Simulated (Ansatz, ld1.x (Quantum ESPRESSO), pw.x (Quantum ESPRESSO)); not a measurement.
## Equation-of-state test of one TM potential (palladium)

Pd, norm-conserving Troullier–Martins (Kleinman–Bylander form), made with ld1.x (Quantum ESPRESSO) 7.5 (PBE, scalar-relativistic). Core [Kr], reference 4d10 5s0 5p0. Waves: 5s (bound, empty): rc 2.50 bohr; 4d (bound): rc 1.30 bohr; 5p (bound, empty): rc 3.90 bohr. Local part: the p channel. Core correction: none.

Crystal test: bcc Pd in pw.x 7.5, no spin, 15³ k-points, Fermi–Dirac smearing 0.01 Ry, cutoffs 110/440 Ry. The reference is all-electron LAPW (Ansatz 0.2.0) with the same functional, mesh and smearing; V0 and B0 come from Birch–Murnaghan fits to the pressures at five volumes. Errors are pseudo minus all-electron; Δ is the rms difference of the E(V) curves that follow from these fits, minima aligned, over ±6 % about the mean V0. Mesh and smearing are coarse, so the numbers serve the comparison and aren't converged zero-temperature values; the lattice is a test structure that the element need not adopt.

All-electron: a0 = 3.140 Å (V0 = 15.49 Å³/atom), B0 = 161.1 GPa.

How far does the potential miss the all-electron equation of state?

mean pressure error (GPa): +0.62; a0 (Å): 3.144; a0 error (%): +0.11; B0 error (%): +4.0; Δ (meV/atom): 2.1. The largest radius (3.90 bohr) exceeds half the bond length (2.57 bohr), so the spheres overlap, which is one possible source of error among others. Atomic configuration tests: 1 of 7 tests not solved or not reliable. The logarithmic derivative shows an extra or strongly shifted pseudo pole above the reference energy (s near 0.54 Ry).

```
V (Å³/atom)  P all-electron (GPa)  P pseudo (GPa)
     14.737                  9.15           10.33
     15.125                  4.05            4.88
     15.513                 -0.29            0.27
     15.901                 -3.96           -3.61
     16.289                 -7.08           -6.88
```

At the middle volume, how do free energy and pressure move when the wave cutoff is lowered (ecutrho kept at four times it)?

```json
{"cutoff (Ry)": "50", "shift of F (meV/atom)": "+1782.9", "shift of P (GPa)": "-89.52"}
{"cutoff (Ry)": "66", "shift of F (meV/atom)": "+133.9", "shift of P (GPa)": "-10.94"}
{"cutoff (Ry)": "88", "shift of F (meV/atom)": "+2.4", "shift of P (GPa)": "+0.13"}
```

The run at the middle volume (120 k-points, 6 iterations) took about 25 s on one core of a shared host (Neoverse-V1, 32 threads, 247 GiB, load 11).
